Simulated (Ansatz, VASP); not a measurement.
Two plane-wave programs on Fe

```xyz
1
Lattice="0.0000 1.7144 1.7144 1.7144 0.0000 1.7144 1.7144 1.7144 0.0000" Properties=species:S:1:pos:R:3 pbc="T T T"
Fe    0.0000    0.0000    0.0000
```

Alike in both runs: task single point; functional RPBE; k mesh 17 × 17 × 17; occupations fermi-dirac, width 0.1 eV; no spin polarisation.

```csv
,VASP,Ansatz
version,VASP 6.6.1,Ansatz 0.2.0
potentials or method,"VASP PAW PBE potentials, release 64 (Fe)","plane waves (420 eV) with PAW, scalar-relativistic"
plane-wave cutoff (eV),520,420
valence electrons in the cell,8,16
```

|  | VASP | Ansatz | Ansatz less VASP |
| --- | --- | --- | --- |
| pressure (GPa) | 11.3 | 12.0 | +0.74 |

The two sets of potentials don't hold the same shells in valence.

Caveats: the PAW data sets were made with another functional, which shifts forces and pressure a little (VASP); the run has no spin polarisation, though such a crystal can be magnetic. Spin polarisation is off, so any magnetic state and its effect on volume and gap are missing.
